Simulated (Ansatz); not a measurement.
# TiSi2: projected density of states with PBEsol+U

Crystal: TiSi2.

```
Ti Si
1.0
     1.76511   -6.75928    0.00000
     1.76511    6.75928    0.00000
     0.00000    0.00000    3.56517
Ti Si
2 4
Direct
  0.10312 0.89688 0.25000
  0.89688 0.10312 0.75000
  0.75031 0.24969 0.25000
  0.24969 0.75031 0.75000
  0.44175 0.55825 0.25000
  0.55825 0.44175 0.75000
```

The cell comes from a database or a generator and needn't be the stable form of this composition.

```
Program             : Ansatz 0.2.0
Task                : projected density of states
Functional          : PBEsol
Potentials or basis : Ansatz PAW
Cutoff              : 420 eV (not typed: the program's choice for these potentials)
k mesh              : 8 × 8 × 8
Occupations         : fermi-dirac, width 0.05 eV
Spin                : no spin polarisation
Hubbard terms       : Ti d U = 6 eV
Hubbard projectors  : ortho-atomic (the default)
Double counting     : fll (the default)
```

```yaml
Pressure: 3.7 GPa
Largest_force: 0.390 eV/Å
Band_gap_on_the_k_mesh: none (metal or under the smearing width)
Density_of_states_at_the_Fermi_level: 1.74 states/eV per cell
```

Forces in eV/Å, atoms in the order of the input:
```
Ti   0.000  0.206  0.000
Ti   0.000 -0.206  0.000
Si   0.000  0.008  0.000
Si   0.000 -0.008  0.000
Si   0.000  0.390  0.000
Si   0.000 -0.390  0.000
```

Stress tensor (GPa, compression positive):
```
3.05 0.00 0.00
0.00 4.65 0.00
0.00 0.00 3.35
```

Levels at points of the mesh, in eV from the Fermi level:
```csv
k point,band 16,band 17,band 18,band 19,band 20,band 21,band 22,band 23,band 24,band 25
"(0.00, 0.00, 0.00)",-2.20,-2.16,-1.86,-1.34,-0.13,0.21,0.80,1.15,1.34,1.39
"(0.00, 0.00, -0.50)",-2.56,-1.14,-1.14,-0.08,-0.08,0.93,0.93,1.44,1.44,2.35
"(0.00, -0.50, 0.00)",-2.21,-1.93,-1.42,-0.48,-0.47,-0.07,1.04,1.43,1.75,2.45
"(0.00, -0.50, -0.50)",-4.29,-3.40,-3.40,-2.37,-2.37,2.23,2.23,2.37,2.37,2.69
"(-0.50, -0.50, 0.00)",-2.51,-2.10,-1.76,-0.75,-0.19,0.29,0.81,0.92,1.36,2.12
"(-0.50, -0.50, -0.50)",-3.22,-2.40,-2.40,-0.76,-0.76,0.79,0.79,2.36,2.36,2.43
```

States per cell in windows of 1 eV (zero at the Fermi level; states under -8 eV left out):
```tsv
from (eV)	total	Ti 3d	Si 3p	Si 3s	Ti 4s	Ti 3s	Ti 3p
-8.0	1.37	0.15	0.49	0.66	0.04	0.01	0.01
-7.0	1.29	0.14	0.60	0.44	0.08	0.02	0.01
-6.0	1.93	0.21	1.23	0.32	0.11	0.03	0.02
-5.0	2.18	0.31	1.44	0.26	0.10	0.02	0.02
-4.0	3.17	0.67	2.12	0.24	0.06	0.01	0.03
-3.0	3.61	1.32	1.98	0.17	0.03	0.00	0.02
-2.0	3.34	1.78	1.26	0.15	0.02	0.00	0.01
-1.0	1.91	1.25	0.49	0.07	0.01	0.00	0.00
0.0	1.92	1.23	0.43	0.13	0.02	0.00	0.00
1.0	4.64	2.61	0.99	0.50	0.16	0.01	0.00
2.0	7.10	4.59	1.10	0.63	0.31	0.02	0.00
3.0	5.08	2.51	1.29	0.44	0.31	0.02	0.00
4.0	3.78	1.12	1.41	0.26	0.22	0.02	0.00
5.0	3.23	0.64	1.32	0.21	0.18	0.01	0.00
6.0	3.43	0.45	1.40	0.21	0.19	0.02	0.00
7.0	0.87	0.07	0.35	0.04	0.04	0.00	0.00
```

Eigenvalues of the final occupation matrices:
```csv
site,spin,trace,eigenvalues
site 1,1,1.54,0.18 0.23 0.31 0.33 0.48
site 2,1,1.54,0.18 0.23 0.31 0.33 0.48
```

Run time: 47 s on 2 threads of AMD EPYC (Zen 3), with other jobs on the host, peak memory 1 GiB.

Caveat: U without spin polarisation on a metal has little footing; the PAW data sets come from PBE, with cores solved anew for the run's functional, which leaves a small shift of forces and pressure; the U is typed as a test and isn't derived for this compound.
